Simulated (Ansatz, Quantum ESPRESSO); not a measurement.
# Ballistic transmission: Ru chain with a N atom on top of one atom, part 3 of 5

Aim: the zero-bias transmission with pwcond for this junction: Ru chain with a N atom on top of one atom.

Quantum ESPRESSO 7.5; plane-wave DFT, PBE, GBRV ultrasoft pseudopotentials; cross-check by Ansatz 0.2.0 with PAW datasets.

So far. Step 3 (The open system): The run is unpolarised; a magnetic state was not tried, may lie lower and would change T. Step 3 (The open system): At no point does T exceed the number of channels. That doesn't clear the run: at some energies its lead has fewer channels than the second code's.

**4. The open system, with ewind = 2.0 and epsproj = 0.001**

Level of this step: transmission by pwcond, lead and junction from one cell; plane-wave DFT, PBE, GBRV ultrasoft pseudopotentials (Quantum ESPRESSO).

A sensitivity test on the input.

Contents of cond.w.in:

```
&inputcond
  outdir = './out'
  prefixt = 'scf'
  tran_file = 'cond.w.dat'
  bdl = 0.6000000000
  bds = 4.5000000000
  ikind = 1
  ewind = 2.0
  epsproj = 0.001
  nz1 = 7
  energy0 = 2.0
  denergy = -0.1
/
1
  0.00000000 0.00000000 1.00000000
41
```

On the command line:

```
OMP_NUM_THREADS=1 mpirun -n 4 pwcond.x -in cond.w.in > cond.w.out
```

Log:

```text
[banner, memory and clock lines left out]
Program PWCOND v.7.5 starts
[citation notice left out]

[...]
./out/scf.save/

[...]
negative rho (up, down):  1.019E+00 0.000E+00
     Reading collected, re-writing distributed wavefunctions

===== INPUT FILE containing all the regions =====

     GEOMETRY:

     lattice parameter (alat)  =      14.1729  a.u.
     the volume                =   12811.2913 (a.u.)^3
     the cross section         =     200.8724 (a.u.)^2
     l of the unit cell        =       4.5000 (alat)
     number of atoms/cell      =           16
     number of atomic types    =            2

     crystal axes: (cart. coord. in units of alat)
               a(1) = (  1.0000  0.0000  0.0000 )
               a(2) = (  0.0000  1.0000  0.0000 )
               a(3) = (  0.0000  0.0000  4.5000 )

   Cartesian axes

     site n.     atom                  positions (alat units)
          1        Ru     tau(  1)=(  0.5000  0.5000  4.5000  )
          2        Ru     tau(  2)=(  0.5000  0.5000  0.3000  )
          3        Ru     tau(  3)=(  0.5000  0.5000  0.6000  )
          4        Ru     tau(  4)=(  0.5000  0.5000  0.9000  )
          5        Ru     tau(  5)=(  0.5000  0.5000  1.2000  )
          6        Ru     tau(  6)=(  0.5000  0.5000  1.5000  )
          7        Ru     tau(  7)=(  0.5000  0.5000  1.8000  )
          8        Ru     tau(  8)=(  0.5000  0.5000  2.1000  )
          9        N      tau(  9)=(  0.7146  0.5000  2.1000  )
         10        Ru     tau( 10)=(  0.5000  0.5000  2.4000  )
         11        Ru     tau( 11)=(  0.5000  0.5000  2.7000  )
         12        Ru     tau( 12)=(  0.5000  0.5000  3.0000  )
         13        Ru     tau( 13)=(  0.5000  0.5000  3.3000  )
         14        Ru     tau( 14)=(  0.5000  0.5000  3.6000  )
         15        Ru     tau( 15)=(  0.5000  0.5000  3.9000  )
         16        Ru     tau( 16)=(  0.5000  0.5000  4.2000  )

     nr1s                      =           54
     nr2s                      =           54
     nr3s                      =          240
     nr1sx                     =           54
     nr2sx                     =           54
     nr3sx                     =          240
     nr1                       =           60
     nr2                       =           60
     nr3                       =          270
     nr1x                      =           60
     nr2x                      =           60
     nr3x                      =          270

 _______________________________
  Radii of nonlocal spheres:

     type       ibeta     ang. mom.          radius (alat units)
       Ru         1         0                    0.1242
       Ru         2         0                    0.1242
       Ru         3         1                    0.1242
       Ru         4         1                    0.1242
       Ru         5         2                    0.1242
       Ru         6         2                    0.1242
       N          1         0                    0.0853
       N          2         0                    0.0853
       N          3         1                    0.0853
       N          4         1                    0.0853
----- General information -----

--- T calc. with identical leads (ikind=1) ---

     nrx                       =           54
     nry                       =           54
     nz1                       =            7

     energy0               =         2.0E+00
     denergy               =        -1.0E-01
     nenergy               =         41
     ecut2d                =         3.4E+01
     ewind                 =         2.0E+00
     epsproj               =         1.0E-03

     number of k_|| points=    1
                       cryst. coord.
        k(    1) = (   0.0000000   0.0000000), wk =   1.0000000
----- Information about left/right lead -----

     nocros                   =           18
     noins                    =           18
     norb                     =           54
     norbf                    =          260
     nrz                      =           32

      iorb      type   ibeta   ang. mom.   m       position (alat)
        1        1       1        0        1   taunew(   1)=(  0.5000  0.5000  0.0000)
        2        1       2        0        1   taunew(   2)=(  0.5000  0.5000  0.0000)
[...]
54        1       6        2        5   taunew(  54)=(  0.5000  0.5000  0.6000)
    k slab    z(k)  z(k+1)     crossing(iorb=1,norb)
    1   0.0000 0.0187 0.0187   111111111111111111000000000000000000000000000000000000
    2   0.0187 0.0375 0.0187   111111111111111111000000000000000000000000000000000000
[...]
32   0.5812 0.6000 0.0188   000000000000000000000000000000000000111111111111111111
----- Information about scattering region -----

     noins                    =          224
     norb                     =          260
     norbf                    =          260
     nrz                      =          208

      iorb      type   ibeta   ang. mom.   m       position (alat)
        1        1       1        0        1   taunew(   1)=(  0.5000  0.5000 -0.0000)
        2        1       2        0        1   taunew(   2)=(  0.5000  0.5000 -0.0000)
[...]
260        1       6        2        5   taunew( 260)=(  0.5000  0.5000  3.9000)
 ngper, shell number =          545          70
 ngper, n2d =          545          76
---  E-Ef =    2.0000000  k =    0.0000000   0.0000000
---  ie =          1  ik =          1
 Nchannels of the left tip =            3
 Right moving states:
   k1(2pi/a)   k2(2pi/a)   E-Ef (eV)
  -0.0650379   0.0000288   2.0000000
  -0.0668729   0.0000165   2.0000000
  -0.3727835   0.0000149   2.0000000
 Left moving states:
   k1(2pi/a)   k2(2pi/a)   E-Ef (eV)
   0.0650379   0.0000288   2.0000000
   0.0668730   0.0000165   2.0000000
   0.3727839   0.0000149   2.0000000

 to transmit
 Band j to band i transmissions and reflections:
    j         i     |T_ij|^2    |R_ij|^2

    1 -->     1     0.62222     0.08837
    1 -->     2     0.00000     0.00000
    1 -->     3     0.14737     0.14204
   Total T_j, R_j =    0.76959  0.23041

    2 -->     1     0.00000     0.00000
    2 -->     2     0.74540     0.25460
    2 -->     3     0.00000     0.00000
   Total T_j, R_j =    0.74540  0.25460

    3 -->     1     0.14719     0.14206
    3 -->     2     0.00000     0.00000
    3 -->     3     0.22443     0.48633
   Total T_j, R_j =    0.37162  0.62838

E-Ef(ev), T(x2 spins) =    2.0000000   3.7732337
---  E-Ef =    1.9000000  k =    0.0000000   0.0000000
---  ie =          2  ik =          1
 Nchannels of the left tip =            3
 Right moving states:
   k1(2pi/a)   k2(2pi/a)   E-Ef (eV)
  -0.0801138   0.0000284   1.9000000
  -0.0817830   0.0000163   1.9000000
  -0.3803720   0.0000147   1.9000000
 Left moving states:
   k1(2pi/a)   k2(2pi/a)   E-Ef (eV)
   0.0801138   0.0000284   1.9000000
   0.0817831   0.0000163   1.9000000
   0.3803723   0.0000147   1.9000000

 to transmit
 Band j to band i transmissions and reflections:
    j         i     |T_ij|^2    |R_ij|^2

    1 -->     1     0.60969     0.07878
    1 -->     2     0.00000     0.00000
    1 -->     3     0.15223     0.15930
   Total T_j, R_j =    0.76193  0.23808

    2 -->     1     0.00000     0.00000
    2 -->     2     0.74088     0.25912
    2 -->     3     0.00000     0.00000
   Total T_j, R_j =    0.74088  0.25912

    3 -->     1     0.15118     0.15931
    3 -->     2     0.00000     0.00000
    3 -->     3     0.19825     0.49126
   Total T_j, R_j =    0.34943  0.65057

E-Ef(ev), T(x2 spins) =    1.9000000   3.7044857
---  E-Ef =    1.8000000  k =    0.0000000   0.0000000
---  ie =          3  ik =          1
 Nchannels of the left tip =            3
 Right moving states:
   k1(2pi/a)   k2(2pi/a)   E-Ef (eV)
  -0.0942737   0.0000280   1.8000000
  -0.0958389   0.0000160   1.8000000
  -0.3880968   0.0000145   1.8000000
 Left moving states:
   k1(2pi/a)   k2(2pi/a)   E-Ef (eV)
   0.0942737   0.0000280   1.8000000
   0.0958389   0.0000160   1.8000000
   0.3880971   0.0000145   1.8000000

 to transmit
 Band j to band i transmissions and reflections:
    j         i     |T_ij|^2    |R_ij|^2

    1 -->     1     0.58323     0.07940
    1 -->     2     0.00000     0.00000
    1 -->     3     0.15683     0.18053
   Total T_j, R_j =    0.74006  0.25994

    2 -->     1     0.00000     0.00000
    2 -->     2     0.72889     0.27111
    2 -->     3     0.00000     0.00000
   Total T_j, R_j =    0.72889  0.27111

    3 -->     1     0.15538     0.18056
    3 -->     2     0.00000     0.00000
    3 -->     3     0.17090     0.49318
   Total T_j, R_j =    0.32628  0.67374

E-Ef(ev), T(x2 spins) =    1.8000000   3.5904463
[... further energies and points left out ...]
---  E-Ef =   -1.8000000  k =    0.0000000   0.0000000
---  ie =         39  ik =          1
 Nchannels of the left tip =            3
 Right moving states:
   k1(2pi/a)   k2(2pi/a)   E-Ef (eV)
   0.4659914   0.0000156  -1.8000000
   0.4817836   0.0000114  -1.8000000
   0.4831788   0.0000200  -1.8000000
 Left moving states:
   k1(2pi/a)   k2(2pi/a)   E-Ef (eV)
  -0.4659905   0.0000156  -1.8000000
  -0.4817836   0.0000114  -1.8000000
  -0.4831788   0.0000200  -1.8000000

 to transmit
 Band j to band i transmissions and reflections:
    j         i     |T_ij|^2    |R_ij|^2

    1 -->     1     0.94172     0.04177
    1 -->     2     0.00000     0.00000
    1 -->     3     0.00695     0.00956
   Total T_j, R_j =    0.94867  0.05133

    2 -->     1     0.00000     0.00000
    2 -->     2     0.90377     0.09623
    2 -->     3     0.00000     0.00000
   Total T_j, R_j =    0.90377  0.09623

    3 -->     1     0.00607     0.00956
    3 -->     2     0.00000     0.00000
    3 -->     3     0.17640     0.80797
   Total T_j, R_j =    0.18247  0.81753

E-Ef(ev), T(x2 spins) =   -1.8000000   4.0698215
---  E-Ef =   -1.9000000  k =    0.0000000   0.0000000
---  ie =         40  ik =          1
 Nchannels of the left tip =            3
 Right moving states:
   k1(2pi/a)   k2(2pi/a)   E-Ef (eV)
   0.4580591   0.0000157  -1.9000000
   0.4687896   0.0000113  -1.9000000
   0.4702089   0.0000198  -1.9000000
 Left moving states:
   k1(2pi/a)   k2(2pi/a)   E-Ef (eV)
  -0.4580582   0.0000157  -1.9000000
  -0.4687896   0.0000113  -1.9000000
  -0.4702088   0.0000198  -1.9000000

 to transmit
 Band j to band i transmissions and reflections:
    j         i     |T_ij|^2    |R_ij|^2

    1 -->     1     0.94788     0.03669
    1 -->     2     0.00000     0.00000
    1 -->     3     0.00652     0.00891
   Total T_j, R_j =    0.95440  0.04560

    2 -->     1     0.00000     0.00000
    2 -->     2     0.90320     0.09680
    2 -->     3     0.00000     0.00000
   Total T_j, R_j =    0.90320  0.09680

    3 -->     1     0.00612     0.00891
    3 -->     2     0.00000     0.00000
    3 -->     3     0.18554     0.79942
   Total T_j, R_j =    0.19167  0.80833

E-Ef(ev), T(x2 spins) =   -1.9000000   4.0985376
---  E-Ef =   -2.0000000  k =    0.0000000   0.0000000
---  ie =         41  ik =          1
 Nchannels of the left tip =            3
 Right moving states:
   k1(2pi/a)   k2(2pi/a)   E-Ef (eV)
   0.4501390   0.0000158  -2.0000000
   0.4555471   0.0000113  -2.0000000
   0.4569934   0.0000197  -2.0000000
 Left moving states:
   k1(2pi/a)   k2(2pi/a)   E-Ef (eV)
  -0.4501381   0.0000158  -2.0000000
  -0.4555471   0.0000113  -2.0000000
  -0.4569934   0.0000197  -2.0000000

 to transmit
 Band j to band i transmissions and reflections:
    j         i     |T_ij|^2    |R_ij|^2

    1 -->     1     0.95277     0.03271
    1 -->     2     0.00000     0.00000
    1 -->     3     0.00605     0.00846
   Total T_j, R_j =    0.95882  0.04118

    2 -->     1     0.00000     0.00000
    2 -->     2     0.89950     0.10050
    2 -->     3     0.00000     0.00000
   Total T_j, R_j =    0.89950  0.10050

    3 -->     1     0.00622     0.00846
    3 -->     2     0.00000     0.00000
    3 -->     3     0.19127     0.79404
   Total T_j, R_j =    0.19749  0.80251

E-Ef(ev), T(x2 spins) =   -2.0000000   4.1116294
   T_tot     2.00000      0.37732E+01
   T_tot     1.90000      0.37045E+01
   T_tot     1.80000      0.35904E+01
   T_tot     1.70000      0.36412E+01
   T_tot     1.60000      0.37856E+01
   T_tot     1.50000      0.38356E+01
   T_tot     1.40000      0.38280E+01
   T_tot     1.30000      0.37539E+01
   T_tot     1.20000      0.35896E+01
   T_tot     1.10000      0.33205E+01
   T_tot     1.00000      0.30772E+01
   T_tot     0.90000      0.33323E+01
   T_tot     0.80000      0.41199E+01
   T_tot     0.70000      0.47728E+01
   T_tot     0.60000      0.49905E+01
   T_tot     0.50000      0.53868E+01
   T_tot     0.40000      0.55265E+01
   T_tot     0.30000      0.56484E+01
   T_tot     0.20000      0.61380E+01
   T_tot     0.10000      0.69887E+01
   T_tot    -0.00000      0.73557E+01
   T_tot    -0.10000      0.73626E+01
   T_tot    -0.20000      0.71498E+01
   T_tot    -0.30000      0.69437E+01
   T_tot    -0.40000      0.65766E+01
   T_tot    -0.50000      0.66466E+01
   T_tot    -0.60000      0.65438E+01
   T_tot    -0.70000      0.64238E+01
   T_tot    -0.80000      0.63241E+01
   T_tot    -0.90000      0.60905E+01
   T_tot    -1.00000      0.58950E+01
   T_tot    -1.10000      0.57017E+01
   T_tot    -1.20000      0.46904E+01
   T_tot    -1.30000      0.38373E+01
   T_tot    -1.40000      0.37946E+01
   T_tot    -1.50000      0.39662E+01
   T_tot    -1.60000      0.40601E+01
   T_tot    -1.70000      0.39698E+01
   T_tot    -1.80000      0.40698E+01
   T_tot    -1.90000      0.40985E+01
   T_tot    -2.00000      0.41116E+01

[...]
```

Wall time 64 s (4 MPI ranks of Arm Neoverse V2, shared host); peak memory 0.47 GiB; 4.3 min of CPU time.

The changed values were drawn from a wide range, not chosen for quality; the comparison shows what they did here together.

Beside the run it was changed from:

| quantity | this run | unchanged run | difference |
| --- | --- | --- | --- |
| transmission at the Fermi level, one spin | 3.678 | 3.669 | 0.0088 |
| lead channels at the Fermi level, one spin | 6 | 6 | 0 |
| wall time (s) | 64 | 279 |  |

Over all energies T moves by up to 0.21, at 0.6 eV.

The physical values in this table move by up to 0.24 %.

(Part 3 of 5 ends here.)

[Logs are printed without paths, hosts, clocks, repeated set-up lines and the standing remarks that a program may print on its own settings, such as how far it seeks lower states.]

[Hosts, paths, dates, database ids (printed as entryN), source tags and the programs' standing remarks are cut or masked in the printed files.]

[Maps of the electrostatic potential energy from Ansatz leave out the sawtooth potential of an applied field or a dipole correction, so their vacuum need not be flat; planar profiles and work functions include it.]
